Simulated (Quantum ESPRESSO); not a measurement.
# CdS (Hawleyite): modes at Γ and the response to a field, part 3 of 3

Which modes does CdS (Hawleyite) have at the zone centre?

Quantum ESPRESSO 7.5; DFT PBE, scalar-relativistic, plane waves, GBRV ultrasoft pseudopotentials.

So far. Step 5 (Linear response at Γ): The acoustic modes at Γ come out as far as 1.3 cm⁻¹ from zero, where they should vanish, a small numerical error; the Born charges miss their sum rule by 0.017 e, which is good. Step 6 (Zone-centre analysis): The rule moves no optical mode by more than 0.1 cm⁻¹.

## (7) A frozen mode

The atoms are moved along one mode, by 0.015 Å at most in any Cartesian component, and the restoring forces give its frequency without the response code: a check of the response kernel of this functional.

File frozen.in:

```
 &control
    calculation='scf',
    prefix='x',
    outdir='./tmp',
    pseudo_dir='./pseudo',
    tprnfor=.true.,
 /
 &system
    ibrav=2,
    celldm(1)=11.17011692,
    nat=2,
    ntyp=2,
    ecutwfc=50.0,
    ecutrho=400.0,
    occupations='fixed',
    nbnd=11,
 /
 &electrons
    conv_thr=1.0d-11,
    mixing_beta=0.7,
    electron_maxstep=100,
 /
ATOMIC_SPECIES
 Cd    112.4140  Cd.upf
 S      32.0600  S.upf
ATOMIC_POSITIONS crystal
 Cd     0.000723768  -0.000723768   0.000723768
 S      0.247462346   0.252537654   0.247462346
K_POINTS automatic
 8 8 8 0 0 0
```

On the command line:

```
OMP_NUM_THREADS=1 mpirun -n 4 pw.x -nk 4 -in frozen.in > frozen.out
```

What it wrote:

```text
[banners, grids, parts of the stress and lines that vanish by symmetry left out]
[banner, memory and clock lines left out]
Program PWSCF v.7.5

     G-vector sticks info

     bravais-lattice index     =            2
     lattice parameter (alat)  =      11.1701  a.u.
     unit-cell volume          =     348.4281 (a.u.)^3
     number of atoms/cell      =            2
     number of atomic types    =            2
     number of electrons       =        18.00
     number of Kohn-Sham states=           11
     kinetic-energy cutoff     =      50.0000  Ry
     charge density cutoff     =     400.0000  Ry
     scf convergence threshold =      1.0E-11
     mixing beta               =       0.7000
     number of iterations used =            8  plain     mixing
     Exchange-correlation=  SLA  PW   PBX  PBC
                           (   1   4   3   4   0   0   0)

     celldm(1)=  11.170117  celldm(2)=   0.000000  celldm(3)=   0.000000
     celldm(4)=   0.000000  celldm(5)=   0.000000  celldm(6)=   0.000000

     crystal axes: (cart. coord. in units of alat)
               a(1) = (  -0.500000   0.000000   0.500000 )
               a(2) = (   0.000000   0.500000   0.500000 )
               a(3) = (  -0.500000   0.500000   0.000000 )

     reciprocal axes: (cart. coord. in units 2 pi/alat)
               b(1) = ( -1.000000 -1.000000  1.000000 )
               b(2) = (  1.000000  1.000000  1.000000 )
               b(3) = ( -1.000000  1.000000 -1.000000 )

     PseudoPot. # 1 for Cd read from file:
     ./pseudo/Cd.upf
     Pseudo is Ultrasoft + core correction, Zval = 12.0
     Using radial grid of  889 points,  6 beta functions with:
                l(1) =   0
                l(2) =   0
                l(3) =   1
                l(4) =   1
                l(5) =   2
                l(6) =   2
     Q(r) pseudized with  6 coefficients,  rinner =    1.000   1.000   1.000
                                                       1.000   1.000

     PseudoPot. # 2 for S  read from file:
     ./pseudo/S.upf
     Pseudo is Ultrasoft + core correction, Zval =  6.0
     Using radial grid of  907 points,  6 beta functions with:
                l(1) =   0
                l(2) =   0
                l(3) =   1
                l(4) =   1
                l(5) =   2
                l(6) =   2
     Q(r) pseudized with  8 coefficients,  rinner =    1.300   1.300   1.300
                                                       1.300   1.300

     atomic species   valence    mass     pseudopotential
     Cd               12.00   112.41400     Cd( 1.00)
     S                 6.00    32.06000     S ( 1.00)

      4 Sym. Ops. (no inversion) found

   Cartesian axes

     site n.     atom                  positions (alat units)
         1        Cd     tau(   1) = (  -0.0007238   0.0000000   0.0000000  )
         2        S      tau(   2) = (  -0.2474623   0.2500000   0.2500000  )

     number of k points=    95
                       cart. coord. in units 2pi/alat
        k(    1) = (   0.0000000   0.0000000   0.0000000), wk =   0.0039062
        k(    2) = (  -0.1250000   0.1250000  -0.1250000), wk =   0.0156250
        k(    3) = (  -0.2500000   0.2500000  -0.2500000), wk =   0.0156250
        [... further k-points left out ...]

     Dense  grid:    47183 G-vectors     FFT dimensions: (  54,  54,  54)

     Smooth grid:    16625 G-vectors     FFT dimensions: (  36,  36,  36)

     Initial potential from superposition of free atoms

     starting charge      17.4999, renormalised to      18.0000

     negative rho (up, down):  2.238E-02 0.000E+00
     Starting wfcs are   13 randomized atomic wfcs

     per-process dynamical memory:    67.2 Mb

     Self-consistent Calculation

     iteration #  1     ecut=    50.00 Ry     beta= 0.70
     Davidson diagonalization with overlap
     ethr =  1.00E-02,  avg # of iterations =  2.9

     Threshold (ethr) on eigenvalues was too large:
     Diagonalizing with lowered threshold

     Davidson diagonalization with overlap
     ethr =  6.00E-04,  avg # of iterations =  2.0

     negative rho (up, down):  2.158E-02 0.000E+00

     total energy              =    -138.86777609 Ry
     estimated scf accuracy    <       0.11045792 Ry

     iteration #  2     ecut=    50.00 Ry     beta= 0.70
     Davidson diagonalization with overlap
     ethr =  6.14E-04,  avg # of iterations =  2.3

     negative rho (up, down):  2.220E-02 0.000E+00

     total energy              =    -138.90486446 Ry
     estimated scf accuracy    <       0.06437417 Ry

     iteration #  3     ecut=    50.00 Ry     beta= 0.70
     Davidson diagonalization with overlap
     ethr =  3.58E-04,  avg # of iterations =  2.0

     negative rho (up, down):  2.237E-02 0.000E+00

     total energy              =    -138.91695029 Ry
     estimated scf accuracy    <       0.00061663 Ry

     iteration #  4     ecut=    50.00 Ry     beta= 0.70
     Davidson diagonalization with overlap
     ethr =  3.43E-06,  avg # of iterations =  6.3

     negative rho (up, down):  2.239E-02 0.000E+00

     total energy              =    -138.91734845 Ry
     estimated scf accuracy    <       0.00019996 Ry

     iteration #  5     ecut=    50.00 Ry     beta= 0.70
     Davidson diagonalization with overlap
     ethr =  1.11E-06,  avg # of iterations =  2.6

     negative rho (up, down):  2.240E-02 0.000E+00

     total energy              =    -138.91738262 Ry
     estimated scf accuracy    <       0.00001851 Ry

     iteration #  6     ecut=    50.00 Ry     beta= 0.70
     Davidson diagonalization with overlap
     ethr =  1.03E-07,  avg # of iterations =  3.3

     negative rho (up, down):  2.244E-02 0.000E+00

     total energy              =    -138.91739156 Ry
     estimated scf accuracy    <       0.00000058 Ry

     iteration #  7     ecut=    50.00 Ry     beta= 0.70
     Davidson diagonalization with overlap
     ethr =  3.23E-09,  avg # of iterations =  6.2

     negative rho (up, down):  2.243E-02 0.000E+00

     total energy              =    -138.91739252 Ry
     estimated scf accuracy    <       0.00000015 Ry

     iteration #  8     ecut=    50.00 Ry     beta= 0.70
     Davidson diagonalization with overlap
     ethr =  8.32E-10,  avg # of iterations =  2.3

     negative rho (up, down):  2.243E-02 0.000E+00

     total energy              =    -138.91739256 Ry
     estimated scf accuracy    <          2.5E-09 Ry

     iteration #  9     ecut=    50.00 Ry     beta= 0.70
     Davidson diagonalization with overlap
     ethr =  1.36E-11,  avg # of iterations =  8.0

     negative rho (up, down):  2.243E-02 0.000E+00

     total energy              =    -138.91739257 Ry
     estimated scf accuracy    <          1.8E-09 Ry

     iteration # 10     ecut=    50.00 Ry     beta= 0.70
     Davidson diagonalization with overlap
     ethr =  9.88E-12,  avg # of iterations =  2.2

     negative rho (up, down):  2.243E-02 0.000E+00

     total energy              =    -138.91739257 Ry
     estimated scf accuracy    <          5.2E-11 Ry

     iteration # 11     ecut=    50.00 Ry     beta= 0.70
     Davidson diagonalization with overlap
     ethr =  2.86E-13,  avg # of iterations =  5.3

     negative rho (up, down):  2.243E-02 0.000E+00

     End of self-consistent calculation

          k = 0.0000 0.0000 0.0000 (  2085 PWs)   bands (ev):

    -7.0285  -2.4638  -2.4516  -2.4397  -2.0225  -2.0224   5.1212   5.1289
     5.1349   6.1584  11.6311

          k =-0.1250 0.1250-0.1250 (  2073 PWs)   bands (ev):

    -6.9713  -2.4434  -2.4295  -2.3908  -2.0233  -2.0229   4.1303   5.0059
     5.0206   6.9931  11.3620

     [... levels at further k-points left out ...]

     highest occupied, lowest unoccupied level (ev):     5.1349    6.1584

!    total energy              =    -138.91739257 Ry
     estimated scf accuracy    <          2.3E-12 Ry

     The total energy is the sum of the following terms:
     one-electron contribution =     -40.12971809 Ry
     hartree contribution      =      33.27778788 Ry
     xc contribution           =     -47.84601064 Ry
     ewald contribution        =     -84.21945172 Ry

     convergence has been achieved in  11 iterations

     negative rho (up, down):  2.243E-02 0.000E+00

     Forces acting on atoms (cartesian axes, Ry/au):

     atom    1 type  1   force =     0.00337072    0.00000000    0.00000000
     atom    2 type  2   force =    -0.00337072    0.00000000    0.00000000

     Total force =     0.004767     Total SCF correction =     0.000001

     XML data file, charge density, pseudopotentials, collected wavefunctions
```

Run time: 15 s. Hardware: 4 MPI ranks of Arm Neoverse V2, shared host; 59 s of CPU time.

This step gave:

```yaml
gap_on_the_k_mesh: 1.024 eV
frequency_from_the_forces: 221.4 cm⁻¹
frequency_from_linear_response: 221.4 cm⁻¹
```

The forces give 221.4 cm⁻¹ against 221.4 cm⁻¹ from linear response after the sum rule.

## (8) The LO-TO splitting (1 0 0)

A longitudinal polar mode sets up a macroscopic field that stiffens it; the term hangs on the direction from which q goes to zero.

File dynmat.in:

```
 &input
    fildyn='g.dyn',
    asr='simple',
    fileig='dynmat.eig',
    q(1)=1.0,
    q(2)=0.0,
    q(3)=0.0,
 /
```

On the command line:

```
dynmat.x -in dynmat.in > dynmat.out
```

What it wrote:

```text
[banner, memory and clock lines left out]
Program DYNMAT v.7.5

     Reading Dynamical Matrix from file g.dyn
     ...Force constants read
     ...epsilon and Z* read

     Polarizability (A^3 units)
     multiply by 0.340455 for Clausius-Mossotti correction
        23.878812    0.000000    0.000000
         0.000000   23.878812   -0.000000
         0.000000   -0.000000   23.878812

     IR activities are in (D/A)^2/amu units

# mode   [cm-1]    [THz]      IR
    1      0.00    0.0000    0.0000
    2      0.00    0.0000    0.0000
    3      0.00    0.0000    0.0000
    4    221.40    6.6373    4.7065
    5    221.40    6.6373    4.7065
    6    278.49    8.3490    4.7065
```

The job ended after 0.47 s (1 thread).

Numbers from this step:

```yaml
highest_mode_moved_by_the_lo_to_term: 278.5 cm⁻¹
```

Zone-centre frequencies as printed; negative means imaginary. Modes:

| mode | frequency (cm⁻¹) |
| --- | --- |
| 1 | 0 |
| 2 | 0 |
| 3 | 0 |
| 4 | 221.4 |
| 5 | 221.4 |
| 6 | 278.5 |

The field moves one mode, from 221 to 278 cm⁻¹; the others stay.

## (9) Results

| Item | Value |
| --- | --- |
| space group after relaxation | F-43m |
| volume per atom | 25.8 Å³ |
| gap on the k-mesh | 1.03 eV |
| highest optical zone-centre mode (no LO-TO term) | 221.4 cm⁻¹ |
| highest mode moved by the LO-TO term | 278.5 cm⁻¹ |
| mean high-frequency dielectric constant | 6.81 |
| largest Born charge in size (third of the trace) | 2.26 e |
| mean static dielectric constant | 10.8 |
| imaginary optical modes at the zone centre (no q mesh in this session) | none |

**Reading.** At the PBE level the optical modes of CdS (Hawleyite) at the zone centre (no LO-TO term) lie at 221 cm⁻¹. The base run is for a cell under 0.33 GPa; after a relaxation such a stress comes from settings that changed since (cutoff, k mesh or smearing). Along the directions run, the highest mode that the macroscopic field moves lies at 278 cm⁻¹. Lattice motion raises the mean dielectric constant from 6.812 to 10.78. The Born charge of S is -2.264 e against a formal charge of -2, somewhat above it. The Lyddane-Sachs-Teller relation holds: (ωLO/ωTO)² is 1.58 and ε₀/ε∞ is 1.58. These are harmonic frequencies at zero temperature: anharmonic shifts and linewidths and thermal expansion are left out.

[Host names and launcher messages were left out of these logs when they were recorded.]

[Logs are printed without paths, hosts, clocks, repeated set-up lines and the standing remarks that a program may print on its own settings, such as how far it seeks lower states.]

[Hosts, paths, dates, database ids (printed as entryN), source tags and the programs' standing remarks are cut or masked in the printed files.]
